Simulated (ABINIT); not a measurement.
# Ge (Fd-3m) in ABINIT: settings compared

The runs below take Ge through single point, with PBEsol, PBE.

Everything below comes from runs of ABINIT 10.8.3 (patched build). Logs are shortened: lines on timing, memory, paths and dates and some standing lists are left out, and cuts for length are marked. The log counts tension as positive stress, the text compression.

**What was measured.**

“Electronic and optical properties of SixGe1-x-ySny alloys lattice-matched to Ge”, 2021, arxiv:2109.02782 reports, for a bulk crystal of Ge at 293 K: band gap 0.666 eV (indirect).

“Temperature-dependent photoluminescence in Ge: experiment and theory”, 2020, arxiv:2003.00143 reports, for a bulk crystal of Ge at 0 K: band gap 0.744 eV (indirect).

The results are compared with them further down.

### 1 Starting point

Symmetry: Fd-3m, No. 227, cubic system. Conventional cell: a = 5.658 Å, b = 5.658 Å, c = 5.658 Å, α = 90.00°, β = 90.00°, γ = 90.00°. Around Ge (site symmetry -43m) lie 4 Ge at 2.45 Å.

### 2 Single point, PBEsol

run.abi

```
# Pseudopotentials
pp_dirpath "./"
pseudos "Ge.upf"

# Structure
acell 7.5601949712 7.5601949712 7.5601949712
rprim
     0.0000000000     0.7071067812     0.7071067812
     0.7071067812     0.0000000000     0.7071067812
     0.7071067812     0.7071067812     0.0000000000
ntypat 1
znucl 32
natom 2
typat 1 1
xred
     0.7500000000     0.7500000000     0.7500000000
     0.5000000000     0.5000000000     0.5000000000

# Plane-wave basis
ecut 35.0

# k points
kptopt 1
ngkpt 6 6 6
nshiftk 1
shiftk 0.0 0.0 0.0

# Exchange and correlation
ixc -116133

# Bands and occupations
nband 18
occopt 3
tsmear 0.00183747

# SCF cycle
nstep 100
tolvrs 1.0e-10

# Output
iomode 3
prtwf 0
prtden 0
prteig 0
prtebands 0
```

Potentials or basis: PseudoDojo NC SR PBEsol v0.4.1 standard.

Launch:

```bash
> abinit run.abi > log 2>&1
```

run.abo:

```text
.Version 10.8.3 of ABINIT
 Symmetries : space group Fd -3 m (#227); Bravais cF (face-center cubic)
================================================================================
 Values of the parameters that define the memory need of the present run
     intxc =       0    ionmov =       0      iscf =       7    lmnmax =       6
     lnmax =       6     mgfft =      45  mpssoang =       3    mqgrid =    3001
     natom =       2  nloc_mem =       1    nspden =       1   nspinor =       1
    nsppol =       1      nsym =      48    n1xccc =    2501    ntypat =       1
    occopt =       3   xclevel =       2
       mpw =        3042          nfft =       91125          nkpt =          16
================================================================================
================================================================================

--------------------------------------------------------------------------------
------------- Echo of variables that govern the present computation ------------
--------------------------------------------------------------------------------
 -outvars: echo values of preprocessed input variables --------
            acell      7.5601949712E+00  7.5601949712E+00  7.5601949712E+00 Bohr
              amu      7.26100000E+01
             ecut      3.50000000E+01 Hartree
              ixc     -116133
         kptrlatt        6    0    0      0    6    0      0    0    6
          kptrlen      4.53611698E+01
            natom           2
            nband          18
            ngfft          45      45      45
             nkpt          16
            nstep         100
             nsym          48
           ntypat           1
           occopt           3
           prtden           0
        prtebands           0
           prteig           0
            prtwf           0
            rprim      0.0000000000E+00  7.0710678120E-01  7.0710678120E-01
                       7.0710678120E-01  0.0000000000E+00  7.0710678120E-01
                       7.0710678120E-01  7.0710678120E-01  0.0000000000E+00
          spgroup         227
           tolvrs      1.00000000E-10
           tsmear      1.83747000E-03 Hartree
            typat      1  1
           xangst      4.2433649972E+00  4.2433649972E+00  4.2433649972E+00
                       2.8289099981E+00  2.8289099981E+00  2.8289099981E+00
            xcart      8.0187976970E+00  8.0187976970E+00  8.0187976970E+00
                       5.3458651313E+00  5.3458651313E+00  5.3458651313E+00
             xred      7.5000000000E-01  7.5000000000E-01  7.5000000000E-01
                       5.0000000000E-01  5.0000000000E-01  5.0000000000E-01
            znucl       32.00000

================================================================================

 chkinp: Checking input parameters for consistency.

================================================================================
== DATASET  1 ==================================================================

--- !DatasetInfo
iteration_state: {dtset: 1, }
dimensions: {natom: 2, nkpt: 16, mband: 18, nsppol: 1, nspinor: 1, nspden: 1, mpw: 3042, }
cutoff_energies: {ecut:  35.0, pawecutdg:  -1.0, }
electrons: {nelect:   2.80000000E+01, charge:   0.00000000E+00, occopt:   3.00000000E+00, tsmear:   1.83747000E-03, }
meta: {optdriver: 0, ionmov: 0, optcell: 0, iscf: 7, paral_kgb: 0, }
...

 Real(R)+Recip(G) space primitive vectors, cartesian coordinates (Bohr,Bohr^-1):
 R(1)=  0.0000000  5.3458651  5.3458651  G(1)= -0.0935302  0.0935302  0.0935302
 R(2)=  5.3458651  0.0000000  5.3458651  G(2)=  0.0935302 -0.0935302  0.0935302
 R(3)=  5.3458651  5.3458651  0.0000000  G(3)=  0.0935302  0.0935302 -0.0935302
 Unit cell volume ucvol=  3.0555120E+02 bohr^3
 Angles (23,13,12)=  6.00000000E+01  6.00000000E+01  6.00000000E+01 degrees

 getcut: wavevector=  0.0000  0.0000  0.0000  ngfft=  45  45  45
         ecut(hartree)=     35.000   => boxcut(ratio)=   2.18535

--- Pseudopotential description ------------------------------------------------
- pspini: atom type   1  psp file is ./Ge.upf
12 -116133 2 -1 1560                          pspcod,pspxc,lmax,lloc,mmax
     nproj     2     2     2

   1.72858076E+03                                ecore*ucvol(ha*bohr**3)
--------------------------------------------------------------------------------

================================================================================

--- !BeginCycle
iteration_state: {dtset: 1, }
solver: {iscf: 7, nstep: 100, nline: 4, wfoptalg: 0, }
tolerances: {tolvrs: 1.00E-10, }
...

     iter   Etot(hartree)      deltaE(h)  residm     vres2
 ETOT  1  -176.67301312306    -1.767E+02 8.178E-01 1.316E+02
 ETOT  2  -178.37120629431    -1.698E+00 1.953E-02 2.029E+02
 ETOT  3  -178.39499714578    -2.379E-02 5.007E-03 4.496E+01
 ETOT  4  -178.39783321516    -2.836E-03 9.663E-04 2.303E+01
 ETOT  5  -178.40076011418    -2.927E-03 7.853E-04 2.788E-02
 ETOT  6  -178.40076341630    -3.302E-06 5.533E-05 1.084E-03
 ETOT  7  -178.40076353034    -1.140E-07 5.903E-05 3.888E-05
 ETOT  8  -178.40076353522    -4.878E-09 3.246E-06 8.824E-07
 ETOT  9  -178.40076353533    -1.129E-10 3.967E-06 2.430E-09
 ETOT 10  -178.40076353533    -1.478E-12 2.144E-07 1.998E-12

 At SCF step   10       vres2   =  2.00E-12 < tolvrs=  1.00E-10 =>converged.

 Cartesian components of stress tensor (hartree/bohr^3)
  sigma(1 1)=  4.12265416E-05  sigma(3 2)=  0.00000000E+00
  sigma(2 2)=  4.12265416E-05  sigma(3 1)=  0.00000000E+00
  sigma(3 3)=  4.12265416E-05  sigma(2 1)=  0.00000000E+00

--- !ResultsGS
iteration_state: {dtset: 1, }
comment   : Summary of ground state results
lattice_vectors:
- [  0.0000000,   5.3458651,   5.3458651, ]
- [  5.3458651,   0.0000000,   5.3458651, ]
- [  5.3458651,   5.3458651,   0.0000000, ]
lattice_lengths: [   7.56019,    7.56019,    7.56019, ]
lattice_angles: [ 60.000,  60.000,  60.000, ] # degrees, (23, 13, 12)
lattice_volume:   3.0555120E+02
convergence: {deltae: -1.478E-12, res2:  1.998E-12, residm:  2.144E-07, diffor: null, }
etotal    :  -1.78400764E+02
entropy   :   0.00000000E+00
fermie    :   1.45024536E-01
cartesian_stress_tensor: # hartree/bohr^3
- [  4.12265416E-05,   0.00000000E+00,   0.00000000E+00, ]
- [  0.00000000E+00,   4.12265416E-05,   0.00000000E+00, ]
- [  0.00000000E+00,   0.00000000E+00,   4.12265416E-05, ]
pressure_GPa:  -1.2129E+00
xred      :
- [  7.5000E-01,   7.5000E-01,   7.5000E-01, Ge]
- [  5.0000E-01,   5.0000E-01,   5.0000E-01, Ge]
cartesian_forces: # hartree/bohr
- [  2.39251543E-28,  -2.64435916E-28,   2.39251543E-28, ]
- [ -2.39251543E-28,   2.64435916E-28,  -2.39251543E-28, ]
force_length_stats: {min:   4.29428638E-28, max:   4.29428638E-28, mean:   4.29428638E-28, }
...

 Integrated electronic density in atomic spheres:
 ------------------------------------------------
 Atom  Sphere_radius  Integrated_density
    1        2.00000         11.55816886
    2        2.00000         11.56182534
================================================================================

 ----iterations are completed or convergence reached----

 Mean square residual over all n,k,spin=   14.524E-10; max=  21.440E-08
 reduced coordinates (array xred) for    2 atoms
       0.750000000000      0.750000000000      0.750000000000
       0.500000000000      0.500000000000      0.500000000000
 rms dE/dt=  1.7962E-27; max dE/dt=  8.0779E-28; dE/dt below (all hartree)
    1       0.000000000000     -0.000000000000      0.000000000000
    2      -0.000000000000      0.000000000000     -0.000000000000

 cartesian coordinates (angstrom) at end:
    1      4.24336499721219     4.24336499721219     4.24336499721219
    2      2.82890999814146     2.82890999814146     2.82890999814146

 cartesian forces (hartree/bohr) at end:
    1      0.00000000000000    -0.00000000000000     0.00000000000000
    2     -0.00000000000000     0.00000000000000    -0.00000000000000
 frms,max,avg= 2.4793074E-28 2.6443592E-28   0.000E+00  0.000E+00  0.000E+00 h/b

 cartesian forces (eV/Angstrom) at end:
    1      0.00000000000000    -0.00000000000000     0.00000000000000
    2     -0.00000000000000     0.00000000000000    -0.00000000000000
 frms,max,avg= 1.2749111E-26 1.3597842E-26   0.000E+00  0.000E+00  0.000E+00 e/A
 length scales=  7.560194971200  7.560194971200  7.560194971200 bohr
              =  4.000682886028  4.000682886028  4.000682886028 angstroms
 Fermi (or HOMO) energy (hartree) =   0.14502   Average Vxc (hartree)=  -0.37632
 Eigenvalues (hartree) for nkpt=  16  k points:
 kpt#   1, nband= 18, wtk=  0.00463, kpt=  0.0000  0.0000  0.0000 (reduced coord)
  -0.76903   -0.76903   -0.76903   -0.76769   -0.76769   -0.75994   -0.75994   -0.75994
  -0.75950   -0.75950   -0.32595    0.14369    0.14424    0.14424    0.14424    0.23729
   0.23729    0.23729
      occupation numbers for kpt#   1
   2.00000    2.00000    2.00000    2.00000    2.00000    2.00000    2.00000    2.00000
   2.00000    2.00000    2.00000    1.34716    1.20989    1.20989    1.20989    0.00000
   0.00000    0.00000
 prteigrs : prtvol=0 or 1, do not print more k-points.

--- !EnergyTerms
iteration_state     : {dtset: 1, }
comment             : Components of total free energy in Hartree
kinetic             :  1.33971736112416E+02
hartree             :  5.53084623178733E+01
xc                  : -4.31921865974957E+01
Ewald energy        : -9.87503790980594E+01
psp_core            :  5.65725408313867E+00
local_psp           : -1.37078715318166E+02
non_local_psp       : -9.43168628312736E+01
internal            : -1.78400691331566E+02
'-kT*entropy'       : -7.22037642410624E-05
total_energy        : -1.78400763535331E+02
total_energy_eV     : -4.85453208313780E+03
band_energy         : -1.57907038803555E+01
...

 Cartesian components of stress tensor (hartree/bohr^3)
  sigma(1 1)=  4.12265416E-05  sigma(3 2)=  0.00000000E+00
  sigma(2 2)=  4.12265416E-05  sigma(3 1)=  0.00000000E+00
  sigma(3 3)=  4.12265416E-05  sigma(2 1)=  0.00000000E+00

-Cartesian components of stress tensor (GPa)         [Pressure= -1.2129E+00 GPa]
- sigma(1 1)=  1.21292673E+00  sigma(3 2)=  0.00000000E+00
- sigma(2 2)=  1.21292673E+00  sigma(3 1)=  0.00000000E+00
- sigma(3 3)=  1.21292673E+00  sigma(2 1)=  0.00000000E+00

== END DATASET(S) ==============================================================
================================================================================

 -outvars: echo values of variables after computation  --------
            acell      7.5601949712E+00  7.5601949712E+00  7.5601949712E+00 Bohr
           etotal     -1.7840076354E+02
            fcart      2.3925154294E-28 -2.6443591588E-28  2.3925154294E-28
                      -2.3925154294E-28  2.6443591588E-28 -2.3925154294E-28
            rprim      0.0000000000E+00  7.0710678120E-01  7.0710678120E-01
                       7.0710678120E-01  0.0000000000E+00  7.0710678120E-01
                       7.0710678120E-01  7.0710678120E-01  0.0000000000E+00
           strten      4.1226541591E-05  4.1226541591E-05  4.1226541591E-05
                       0.0000000000E+00  0.0000000000E+00  0.0000000000E+00
           xangst      4.2433649972E+00  4.2433649972E+00  4.2433649972E+00
                       2.8289099981E+00  2.8289099981E+00  2.8289099981E+00
             xred      7.5000000000E-01  7.5000000000E-01  7.5000000000E-01
                       5.0000000000E-01  5.0000000000E-01  5.0000000000E-01
 Calculation completed.
```

It took 33 s on 1 thread of Arm Neoverse V1, shared host; peak memory 0.09 GiB.

Results:

| Property | Result |
| --- | --- |
| Free energy | -4854.5321 eV |
| Pressure | -1.2 GPa |
| Band gap on the k mesh | none (metal or under the smearing width) |
| Valence electrons inside the program's atomic spheres | Ge 11.56 (radii [1.0584] Å) |

Levels at points of the mesh, in eV from the Fermi level:
```csv
k point,band 10,band 11,band 12,band 13,band 14,band 15,band 16,band 17,band 18
"(0.00, 0.00, 0.00)",-24.61,-12.82,-0.04,-0.02,-0.02,-0.02,2.51,2.51,2.51
"(0.50, 0.00, 0.00)",-24.59,-10.72,-7.65,-1.43,-1.43,0.10,3.68,3.68,6.96
"(0.50, 0.50, 0.00)",-24.57,-8.92,-8.92,-3.11,-3.11,0.64,0.64,9.46,9.46
```

Caveat: this crystal is a semiconductor, whose small gap the functional closes, so the metal is an error of the method.

### 3 Single point, PBE

run.abi

```
pp_dirpath "./"
pseudos "Ge.upf"

acell 7.5601949712 7.5601949712 7.5601949712
rprim
     0.0000000000     0.7071067812     0.7071067812
     0.7071067812     0.0000000000     0.7071067812
     0.7071067812     0.7071067812     0.0000000000
ntypat 1
znucl 32
natom 2
typat 1 1
xred
     0.7500000000     0.7500000000     0.7500000000
     0.5000000000     0.5000000000     0.5000000000

ecut 35.0

kptopt 1
ngkpt 6 6 6
nshiftk 1
shiftk 0.0 0.0 0.0

ixc 11

nband 18
occopt 3
tsmear 0.05 eV

nstep 100
tolvrs 1.0e-10

iomode 3
prtwf 0
prtden 0
prteig 0
prtebands 0
enunit 2
```

Potentials or basis: PseudoDojo NC SR PBE v0.4.1 standard.

Launch:

```bash
> abinit run.abi > log 2>&1
```

It took 25 s on 1 thread of Arm Neoverse V2, shared host; peak memory 0.09 GiB.

Results (log left out):

* Free energy: -4861.0153 eV
* Band gap on the k mesh: none (metal or under the smearing width)
* Valence electrons inside the program's atomic spheres: Ge 11.56 (radii [1.0584] Å)

Levels at points of the mesh, in eV from the Fermi level:
```tsv
k point	band 12	band 13	band 14	band 15	band 16	band 17
(0.00, 0.00, 0.00)	-0.05	-0.05	-0.05	-0.02	2.50	2.50
(0.50, 0.00, 0.00)	-7.65	-1.45	-1.45	0.13	3.69	3.69
(0.50, 0.50, 0.00)	-8.93	-3.12	-3.12	0.70	0.70	9.47
```

Caveat: the cutoff is too short for stress, so the log's stress isn't used; this crystal is a semiconductor, whose small gap the functional closes, so the metal is an error of the method.

### 4 How close it comes

Step 2. Against the measured gap of Ge, 0.666 eV (indirect; 293 K; “Electronic and optical properties of SixGe1-x-ySny alloys lattice-matched to Ge”, 2021, arxiv:2109.02782), the calculated 0.00 eV is off by -0.67 eV. 3 values of this kind are on record (0.666 to 0.807 eV); this one was drawn at random among those near their median. Spin-orbit coupling on Ge is left out. The value is that of PBEsol on a finite k mesh, which can miss the band edges, without temperature or zero-point motion. Semilocal functionals fall short of measured gaps as a rule.

Step 3. A measured gap of Ge is 0.744 eV (indirect; 0 K; “Temperature-dependent photoluminescence in Ge: experiment and theory”, 2020, arxiv:2003.00143); the calculated 0.00 eV misses it by -0.74 eV. 3 values of this kind are on record (0.666 to 0.807 eV); this one was drawn at random among those near their median. Spin-orbit coupling on Ge is left out. The value is that of PBE on a finite k mesh, which can miss the band edges, without temperature or zero-point motion. Semilocal functionals fall short of measured gaps as a rule.
